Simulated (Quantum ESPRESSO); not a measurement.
# KI under changes of volume

One of the cells (44.091 Å³/atom); the others are scaled copies at fixed shape and fractional positions:

```xyz
2
Lattice="0.0000 3.5328 3.5328 3.5328 0.0000 3.5328 3.5328 3.5328 0.0000" Properties=species:S:1:pos:R:3 pbc="T T T"
I     3.5328    3.5328    3.5328
K     0.0000    0.0000    0.0000
```

- Program: Quantum ESPRESSO 7.5
- Functional: PBEsol
- Potentials or basis: PseudoDojo 0.4.1 SR PBEsol standard
- Cutoff: 1007 eV
- Density cutoff: 4027 eV
- k mesh: 7 × 7 × 7
- Occupations: fermi-dirac, width 0.05 eV
- Spin: no spin polarisation

```csv
volume (Å³/atom),energy over the lowest point (meV/atom),pressure (GPa),gap on the mesh (eV)
41.445,2.23,0.5,3.95
42.327,?,?,?
43.209,0.00,-0.1,3.86
44.091,0.98,-0.3,3.82
44.973,3.13,-0.5,3.77
45.854,6.33,-0.7,3.74
46.736,10.45,-0.8,3.70
```

What does the run at 42.327 Å³/atom give?

Energy over the lowest point 0.36 meV/atom; pressure 0.2 GPa; gap on the mesh 3.90 eV.

Worked out: A Birch-Murnaghan fit of order 3 (a polynomial in V^(-2/3)) to the other rows has its minimum at 42.99 Å³/atom with B0 = V·E''(V) = 12.2 GPa and B' = 5.0. It gives 0.36 meV/atom at 42.327 Å³/atom, against the run's 0.36, and -dE/dV = 0.2 GPa, against 0.2. A straight line through the other rows of the gap, of slope -2.08 eV per unit of ln V (its deformation potential), gives 3.90 eV, against the run's 3.90.

Energies are extrapolated to zero smearing.

Caveats: spin-orbit coupling is left out, which moves the levels of the heavy elements; an odd mesh through Γ misses points on the zone boundary, where band edges often lie (some runs).
